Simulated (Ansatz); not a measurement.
Take CsPbI$_{3}$ in the cubic perovskite structure (space group Pm-3m, No. 221; a = 6.390 Å) as the base.

All numbers come from Ansatz (a quantum-chemistry and plane-wave program) PBE, without spin-orbit coupling.

Base values:

The gap character is direct at R and the band gap is 1.48 eV.

Now apply this change: every lattice vector is stretched by 0.87 %; the atoms relax in the strained cell.

**Question.** Predict the new gap character.

**Answer.** The gap character is still direct at R.

**Question.** Estimate the effect on the band gap.

**Answer.** The band gap grows by 0.07 eV to 1.55 eV.

With I and Pb present, leaving out spin-orbit coupling can change the band edges. Stability against distortions was not tested. Many cubic perovskites are stable only at high temperature; tilts and polar distortions were not tested. This is not the structure that CsPbI3 has at room temperature and ambient pressure.
